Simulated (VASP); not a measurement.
# P (Cmce) in VASP: a series of runs

Aim: see how the results for P move with the level of theory and the settings. Levels: PBE, LDA, r2SCAN. Tasks: band structure, density of states.

All numbers are computed with VASP 6.6.1; they aren't measurements. Logs are shortened: lines on timing, memory, paths and dates and some standing lists are left out, and cuts for length are marked.

### Step 1. The crystal as given

Symmetry: Cmce, No. 64, orthorhombic system. The conventional cell has a = 3.314 Å, b = 10.191 Å, c = 4.182 Å, α = 90.00°, β = 90.00°, γ = 90.00°. P (site symmetry m) has 3 P at 2.22 to 2.25 Å as nearest neighbours.

### Step 2. Band structure, PBE

The input, INCAR:

```
ALGO = Normal
EDIFF = 1E-6
ENCUT = 520
GGA = PE
ISIF = 2
ISMEAR = 1
KPAR = 2
LASPH = T
LCHARG = F
LREAL = F
LWAVE = F
NELM = 80
PREC = Accurate
SIGMA = 0.1
```

The input, KPOINTS:

```
k-points
0
Gamma
  12 12 8
```

The input, POSCAR:

```
P                                       
1.0
    1.6572497251     -5.0955587484     -0.0000000000
    1.6572497251      5.0955587484      0.0000000000
    0.0000000000      0.0000000000      4.1823264244
  P             
     4
Direct
     0.8939477505800166    0.1060522494199834    0.0730135991309592
     0.6060522494199834    0.3939477505800167    0.5730135991309593
     0.1060522494199834    0.8939477505800166    0.9269864008690407
     0.3939477505800167    0.6060522494199834    0.4269864008690408
```

The input, KPOINTS_OPT:

```
explicit points
258
Reciprocal
 0.0000000000  0.0000000000  0.0000000000 1
 0.0196440079  0.0196440079  0.0000000000 1
 0.0392880159  0.0392880159  0.0000000000 1
 0.0589320238  0.0589320238  0.0000000000 1
 0.0785760317  0.0785760317  0.0000000000 1
 0.0982200397  0.0982200397  0.0000000000 1
[... 250 lines left out ...]
-0.5000000000  0.5000000000  0.5243945500 1
-0.5000000000  0.5000000000  0.4756054500 1
```

Potentials or basis: VASP PAW PBE potentials, release 64 (P).

On the command line:

```sh
$ cat potpaw_PBE.64/P/POTCAR > POTCAR
$ mpirun -np 2 vasp_std > vasp.out
```

OUTCAR:

```text
EDIFF = 1E-6
   ENCUT = 520
   GGA = PE
   ISIF = 2
   ISMEAR = 1
   LASPH = T
   LREAL = F
   NELM = 80
   PREC = Accurate

 ion  position               nearest neighbor table
   1  0.894  0.106  0.073-   4 2.22   4 2.22   3 2.25
   2  0.606  0.394  0.573-   3 2.22   3 2.22   4 2.25
   3  0.106  0.894  0.927-   2 2.22   2 2.22   1 2.25
   4  0.394  0.606  0.427-   1 2.22   1 2.22   2 2.25

  LATTYP: Found a base centered orthorhombic cell.
 ALAT       =     3.3144994502
 B/A-ratio  =     3.0747078556
 C/A-ratio  =     1.2618274606

  Lattice vectors:

 A1 = (   1.6572497251,  -5.0955587484,   0.0000000000)
 A2 = (   1.6572497251,   5.0955587484,   0.0000000000)
 A3 = (   0.0000000000,   0.0000000000,   4.1823264244)

Analysis of symmetry for initial positions (statically):
=====================================================================
 Subroutine PRICEL returns:
 Original cell was already a primitive cell.

 Routine SETGRP: Setting up the symmetry group for a
 base centered orthorhombic supercell.

 Subroutine GETGRP returns: Found  8 space group operations
 (whereof  4 operations were pure point group operations)
 out of a pool of  8 trial point group operations.

The static configuration has the point symmetry C_2h.
 The point group associated with its full space group is D_2h.

Analysis of symmetry for dynamics (positions and initial velocities):
=====================================================================
 Subroutine PRICEL returns:
 Original cell was already a primitive cell.

 Routine SETGRP: Setting up the symmetry group for a
 base centered orthorhombic supercell.

 Subroutine GETGRP returns: Found  8 space group operations
 (whereof  4 operations were pure point group operations)
 out of a pool of  8 trial point group operations.

The dynamic configuration has the point symmetry C_2h.
 The point group associated with its full space group is D_2h.

 Subroutine INISYM returns: Found  8 space group operations
 (whereof  4 operations are pure point group operations),
 and found     1 'primitive' translations

----------------------------------------------------------------------------------------

                                     Primitive cell

  volume of cell :      70.6363

  direct lattice vectors                    reciprocal lattice vectors
     1.657249725 -5.095558748  0.000000000     0.301704681 -0.098124666  0.000000000
     1.657249725  5.095558748  0.000000000     0.301704681  0.098124666  0.000000000
     0.000000000  0.000000000  4.182326424     0.000000000  0.000000000  0.239101375

  length of vectors
     5.358282898  5.358282898  4.182326424     0.317260405  0.317260405  0.239101375

  position of ions in fractional coordinates (direct lattice)
     0.893947751  0.106052249  0.073013599
     0.606052249  0.393947751  0.573013599
     0.106052249  0.893947751  0.926986401
     0.393947751  0.606052249  0.426986401

  ion indices of the primitive-cell ions
   primitive index   ion index
                 1           1
                 2           2
                 3           3
                 4           4

----------------------------------------------------------------------------------------

 KPOINTS: k-points

Automatic generation of k-mesh.
 Grid dimensions read from file:
 generate k-points for:   12   12    8

 Generating k-lattice:

  Cartesian coordinates                     Fractional coordinates (reciprocal lattice)
     0.025142057 -0.008177055  0.000000000     0.083333333 -0.000000000  0.000000000
     0.025142057  0.008177055  0.000000000    -0.000000000  0.083333333  0.000000000
     0.000000000  0.000000000  0.029887672     0.000000000  0.000000000  0.125000000

  Length of vectors
     0.026438367  0.026438367  0.029887672

  Shift w.r.t. Gamma in fractional coordinates (k-lattice)
     0.000000000  0.000000000  0.000000000

 Subroutine IBZKPT returns following result:
 ===========================================

 Found    215 irreducible k-points:

 Following reciprocal coordinates:
            Coordinates               Weight
  0.000000  0.000000  0.000000      1.000000
  0.083333  0.000000  0.000000      4.000000
  0.166667  0.000000  0.000000      4.000000
  0.250000  0.000000  0.000000      4.000000
  0.333333  0.000000  0.000000      4.000000
  0.416667  0.000000  0.000000      4.000000
[... 16 lines left out ...]
  0.500000  0.166667  0.000000      4.000000
 -0.416667  0.166667  0.000000      4.000000
 [... further k-points ...]
   k-points           NKPTS =    215   k-points in BZ     NKDIM =    215   number of bands    NBANDS=     14
   number of dos      NEDOS =    301   number of ions     NIONS =      4
   total plane-waves  NPLWV =  51200
   dimension x,y,z NGX =    40 NGY =   40 NGZ =   32
   dimension x,y,z NGXF=    80 NGYF=   80 NGZF=   64
   ions per type =               4
   NGX,Y,Z   is equivalent  to a cutoff of  12.41, 12.41, 12.72 a.u.
   NGXF,Y,Z  is equivalent  to a cutoff of  24.82, 24.82, 25.44 a.u.
 SYSTEM =  unknown system
   PREC   = accura    normal or accurate (medium, high low for compatibility)
   ISTART =      0    job   : 0-new  1-cont  2-samecut
   ICHARG =      2    charge: 1-file 2-atom 10-const
   ISPIN  =      1    spin polarized calculation?
   LNONCOLLINEAR =      F non collinear calculations
   LSORBIT =      F    spin-orbit coupling
   LASPH  =      T    aspherical Exc in radial PAW
   ENCUT  =  520.0 eV  38.22 Ry    6.18 a.u.   9.96  9.96  7.78*2*pi/ulx,y,z
   NELM   =     80;   NELMIN=  2; NELMDL= -5     # of ELM steps
   EDIFF  = 0.1E-05   stopping-criterion for ELM
   LREAL  =      F    real-space projection
   EDIFFG = 0.1E-04   stopping-criterion for IOM
   NSW    =      0    number of steps for IOM
   IBRION =     -1    ionic relax: 0-MD 1-quasi-New 2-CG
   NFREE  =      0    steps in history (QN), initial steepest desc. (CG)
   ISIF   =      2    stress and relaxation
   ISYM   =      2    0-nonsym 1-usesym 2-fastsym
   POTIM  = 0.5000    time-step for ionic-motion
   TEBEG  =    0.0;   TEEND  =   0.0 temperature during run
   PSTRESS=    0.0 pullay stress
   NELECT =      20.0000    total number of electrons
   NUPDOWN=      -1.0000    fix difference up-down
   EMIN   =  10.00;   EMAX   =-10.00  energy-range for DOS
   EFERMI =   0.00;   METHOD = LEGACY
   ISMEAR =     1;   SIGMA  =   0.10  broadening in eV -4-tet -1-fermi 0-gaus
   EFERMI_NEDOS =   21; number of points for ismear=-14 and -15
   IALGO  =     38    algorithm
   IMIX   =      4    mixing-type and parameters
     AMIX     =   0.40;   BMIX     =  1.00
     AMIX_MAG =   1.60;   BMIX_MAG =  1.00
  volume/ion in A,a.u.               =      17.66       119.17
  Fermi-wavevector in a.u.,A,eV,Ry     =   1.075001  2.031458 15.723267  1.155627
  Thomas-Fermi vector in A             =   2.210845
   LORBIT       =      0    0 simple, 1 ext, 2 COOP (PROOUT), +10 PAW based schemes
   GGA     = PE    functional components
   LHFCALC =     F    Hartree Fock is set to
   AEXX    =    0.0000 exact exchange contribution
   IVDW    =     0    specifies the selected vdW correction
   LEPSILON=     F    determine dielectric tensor
   LRPA    =     F    only Hartree local field effects (RPA)
 non-spin polarized calculation
 Methfessel and Paxton  Order N= 1 SIGMA  =   0.10
  energy-cutoff  :      520.00
  volume of cell :       70.64
 maximum number of plane-waves:      1918
   NGX = 19   NGY = 19   NGZ = 15

 number of electron      19.9999999 magnetization

 Free energy of the ion-electron system (eV)
  ---------------------------------------------------
  ext. energy  EPLUGINS =         0.00000000
  ---------------------------------------------------
  free energy    TOTEN  =       -21.37932732 eV

  energy without entropy =      -21.37920479  energy(sigma->0) =      -21.37928648

 E-fermi :   7.4279     XC(G=0): -10.2518

 val. band max:        7.4228025526   @ k =  -0.3333   0.3333   0.0000
 cond. band min:       7.4514026248   @ k =  -0.4167   0.4167   0.0000
 fundamental gap:      0.0286000722
 Fermi energy:         7.4279031698

 k-point     1 :       0.0000    0.0000    0.0000
  band No.  band energies     occupation
      1      -8.6359      2.00000
      2      -5.3004      2.00000
      3      -1.8017      2.00000
      4       0.0930      2.00000
      5       2.2863      2.00000
      6       3.1175      2.00000
      7       3.3141      2.00000
      8       4.5134      2.00000
      9       4.7373      2.00000
     10       6.0006      2.00000
     11       8.3804     -0.00000
     12       8.6309     -0.00000
     13       9.2969     -0.00000
     14      10.8200      0.00000

 k-point     2 :       0.0833    0.0000    0.0000
  band No.  band energies     occupation
      1      -8.5475      2.00000
      2      -5.2305      2.00000
      3      -1.8727      2.00000
      4       0.1852      2.00000
      5       2.3681      2.00000
      6       2.7119      2.00000
      7       2.9219      2.00000
      8       4.5487      2.00000
      9       4.5961      2.00000
     10       6.1255      2.00000
     11       8.4770     -0.00000
     12       9.2237     -0.00000
     13       9.9540      0.00000
     14      10.3751      0.00000

 k-point     3 :       0.1667    0.0000    0.0000
  band No.  band energies     occupation
      1      -8.2837      2.00000
      2      -5.0201      2.00000
      3      -2.1508      2.00000
      4       0.4570      2.00000
      5       1.6911      2.00000
      6       2.2533      2.00000
      7       2.6061      2.00000
      8       4.4764      2.00000
      9       4.6474      2.00000
     10       6.2828      2.00000
     11       8.7112     -0.00000
     12       9.4726      0.00000
     13      10.6439      0.00000
     14      10.8781      0.00000

 k-point     4 :       0.2500    0.0000    0.0000
  band No.  band energies     occupation
      1      -7.8480      2.00000
      2      -4.6667      2.00000
      3      -2.7500      2.00000
      4       0.4867      2.00000
      5       0.8930      2.00000
      6       1.8589      2.00000
      7       2.9748      2.00000
      8       4.4862      2.00000
      9       4.7703      2.00000
     10       6.2223      2.00000
     11       8.3117     -0.00000
     12       9.3323     -0.00000
     13       9.8161      0.00000
     14      10.3526      0.00000

 k-point     5 :       0.3333    0.0000    0.0000
  band No.  band energies     occupation
      1      -7.2475      2.00000
      2      -4.1673      2.00000
      3      -3.6331      2.00000
      4      -0.6970      2.00000
      5       1.4549      2.00000
      6       1.8845      2.00000
      7       3.4188      2.00000
      8       4.5393      2.00000
      9       4.8047      2.00000
     10       5.7633      2.00000
     11       7.7007     -0.00079
[... 276 lines left out ...]
 k-point    22 :       0.4167    0.1667    0.0000
  band No.  band energies     occupation
      1      -6.3372      2.00000
      2      -4.7493      2.00000
      3      -3.9171      2.00000
      4      -1.4014      2.00000
      5       2.0809      2.00000
      6       2.4842      2.00000
      7       3.6032      2.00000
      8       4.2042      2.00000
      9       4.7850      2.00000
     10       5.1554      2.00000
     11       7.6073     -0.02932
     12       8.2981     -0.00000
     13       9.1424     -0.00000
     14       9.4318      0.00000

 k-point    23 :       0.5000    0.1667    0.0000
  band No.  band energies     occupation
      1      -7.0857      2.00000
      2      -4.5882      2.00000
      3      -3.7299      2.00000
      4      -0.3535      2.00000
      5       1.8821      2.00000
      6       2.0021      2.00000
      7       3.2378      2.00000
      8       4.0810      2.00000
      9       5.2493      2.00000
     10       5.5641      2.00000
     11       7.3828      1.68425
     12       9.1136     -0.00000
     13       9.2769     -0.00000
     14       9.9950      0.00000

 k-point    24 :      -0.4167    0.1667    0.0000
  band No.  band energies     occupation
      1      -7.6952      2.00000
      2      -5.0797      2.00000
      3      -2.7947      2.00000
      4       0.7067      2.00000
      5       1.4197      2.00000
      6       1.8836      2.00000
      7       2.9272      2.00000
      8       3.9817      2.00000
      9       5.0219      2.00000
     10       6.3561      2.00000
     11       7.9223     -0.00000
     12       9.1481     -0.00000
     13      10.1367      0.00000
     14      10.8489      0.00000

 [... further k-points ...]

------------------------ aborting loop because EDIFF is reached ----------------------------------------

  FORCE on cell =-STRESS in cart. coord.  units (eV):
  Direction    XX          YY          ZZ          XY          YZ          ZX
  --------------------------------------------------------------------------------------
  -------------------------------------------------------------------------------------
  Total        1.5852610      1.6227687      1.6341013      0.0000000     -0.0000000      0.0000000
  in kB       35.9570189     36.8077702     37.0648172      0.0000000     -0.0000000      0.0000000
  external PRESSURE =      36.6098688 kB  Pullay stress =       0.0000000 kB

 VOLUME and BASIS-vectors are now :
 -----------------------------------------------------------------------------
  energy-cutoff  :      520.00
  volume of cell :       70.64
      direct lattice vectors                 reciprocal lattice vectors
     1.657249725 -5.095558748  0.000000000     0.301704681 -0.098124666  0.000000000
     1.657249725  5.095558748  0.000000000     0.301704681  0.098124666  0.000000000
     0.000000000  0.000000000  4.182326424     0.000000000  0.000000000  0.239101375

 POSITION                                       TOTAL-FORCE (eV/Angst)
 -----------------------------------------------------------------------------------
      1.65725     -4.01477      0.30537         0.000000     -0.007500     -0.002987
      1.65725     -1.08079      2.39653         0.000000      0.007500     -0.002987
      1.65725      4.01477      3.87696         0.000000      0.007500      0.002987
      1.65725      1.08079      1.78580         0.000000     -0.007500      0.002987
 -----------------------------------------------------------------------------------
    total drift:                                0.000000     -0.000000      0.000000

  FREE ENERGIE OF THE ION-ELECTRON SYSTEM (eV)
  ---------------------------------------------------
  free  energy   TOTEN  =       -21.3793273247 eV

  energy  without entropy=      -21.3792047948  energy(sigma->0) =      -21.37928648
```

Wall time 2 min (2 MPI ranks of Intel Xeon Platinum 8559C (Emerald Rapids), shared host); peak memory 0.39 GiB.

Results:

| Quantity | Value |
| --- | --- |
| Free energy | -21.3793 eV |
| Pressure | 3.7 GPa |
| Largest force | 0.008 eV/Å |
| Band gap along the path | none (metal or under the smearing width) |

Forces in eV/Å, atoms in the order of the input:
```
P    0.000 -0.007 -0.003
P    0.000  0.007 -0.003
P    0.000  0.007  0.003
P    0.000 -0.007  0.003
```

Stress tensor (GPa, compression positive):
```
3.60 0.00 0.00
0.00 3.68 0.00
0.00 0.00 3.71
```

Levels at the corners of the path, in eV from the Fermi level:
```
point  band 8  band 9  band 10  band 11  band 12  band 13
    Γ   -2.91   -2.69    -1.43     0.95     1.20     1.87
    X   -3.28   -2.89    -2.18     0.54     0.68     1.18
    X   -3.28   -2.89    -2.18     0.54     0.68     1.18
    S   -3.27   -2.70    -2.70     0.79     0.79     1.05
    S   -3.27   -2.70    -2.70     0.79     0.79     1.05
    R   -5.80   -2.12    -2.12     1.58     1.58     4.65
    R   -5.80   -2.12    -2.12     1.58     1.58     4.65
    A   -4.76   -2.17    -2.17     2.04     2.04     4.10
    A   -4.76   -2.17    -2.17     2.04     2.04     4.10
    Z   -3.13   -0.94    -0.94     1.45     1.45     2.24
    Z   -3.13   -0.94    -0.94     1.45     1.45     2.24
    Γ   -2.91   -2.69    -1.43     0.95     1.20     1.87
    Γ   -2.91   -2.69    -1.43     0.95     1.20     1.87
    Y   -2.21   -1.83    -0.36     0.45     0.61     2.44
    Y   -2.21   -1.83    -0.36     0.45     0.61     2.44
   X1   -3.28   -2.89    -2.18     0.54     0.68     1.18
   X1   -3.28   -2.89    -2.18     0.54     0.68     1.18
   A1   -4.76   -2.17    -2.17     2.04     2.04     4.10
   A1   -4.76   -2.17    -2.17     2.04     2.04     4.10
    T   -2.47   -1.31    -1.31     1.31     1.31     2.71
    T   -2.47   -1.31    -1.31     1.31     1.31     2.71
    Y   -2.21   -1.83    -0.36     0.45     0.61     2.44
    Z   -3.13   -0.94    -0.94     1.45     1.45     2.24
    T   -2.47   -1.31    -1.31     1.31     1.31     2.71
```

### Step 3. Band structure, LDA

INCAR, as its differences from that of step 2:

```diff
@@ -3,3 +3,2 @@
 ENCUT = 520
-GGA = PE
 ISIF = 2
```

KPOINTS is that of step 2.

POSCAR is that of step 2.

KPOINTS_OPT is that of step 2.

Potentials or basis: VASP PAW LDA potentials, release 64 (P).

On the command line:

```sh
$ cat potpaw_LDA.64/P/POTCAR > POTCAR
$ mpirun -np 2 vasp_std > vasp.out
```

Run time: 1.9 min. Hardware: 2 MPI ranks of Intel Xeon Platinum 8559C (Emerald Rapids), shared host; peak memory 0.37 GiB.

The run converged. Its results:

```yaml
Free_energy: -24.1134 eV
Pressure: -1.1 GPa
Largest_force: 0.081 eV/Å
Band_gap_along_the_path: none (metal or under the smearing width)
```

Forces in eV/Å, atoms in the order of the input:
```
P    0.000 -0.061  0.054
P    0.000  0.061  0.054
P    0.000  0.061 -0.054
P    0.000 -0.061 -0.054
```

Stress tensor (GPa, compression positive):
```
-1.35  0.00  0.00
 0.00 -0.77  0.00
 0.00  0.00 -1.14
```

Levels at the corners of the path, in eV from the Fermi level:
```tsv
point	band 8	band 9	band 10	band 11	band 12	band 13
Γ	-2.87	-2.62	-1.37	0.97	1.21	1.88
X	-3.19	-2.83	-2.11	0.53	0.68	1.18
X	-3.19	-2.83	-2.11	0.53	0.68	1.18
S	-3.20	-2.63	-2.63	0.78	0.78	1.05
S	-3.20	-2.63	-2.63	0.78	0.78	1.05
R	-5.74	-2.05	-2.05	1.57	1.57	4.66
R	-5.74	-2.05	-2.05	1.57	1.57	4.66
A	-4.69	-2.10	-2.10	2.05	2.05	4.09
A	-4.69	-2.10	-2.10	2.05	2.05	4.09
Z	-3.05	-0.87	-0.87	1.47	1.47	2.27
Z	-3.05	-0.87	-0.87	1.47	1.47	2.27
Γ	-2.87	-2.62	-1.37	0.97	1.21	1.88
Γ	-2.87	-2.62	-1.37	0.97	1.21	1.88
Y	-2.13	-1.76	-0.36	0.50	0.65	2.44
Y	-2.13	-1.76	-0.36	0.50	0.65	2.44
X1	-3.19	-2.83	-2.11	0.53	0.68	1.18
X1	-3.19	-2.83	-2.11	0.53	0.68	1.18
A1	-4.69	-2.10	-2.10	2.05	2.05	4.09
A1	-4.69	-2.10	-2.10	2.05	2.05	4.09
T	-2.38	-1.25	-1.25	1.32	1.32	2.71
T	-2.38	-1.25	-1.25	1.32	1.32	2.71
Y	-2.13	-1.76	-0.36	0.50	0.65	2.44
Z	-3.05	-0.87	-0.87	1.47	1.47	2.27
T	-2.38	-1.25	-1.25	1.32	1.32	2.71
```

(Continued in part 2 of 3.)
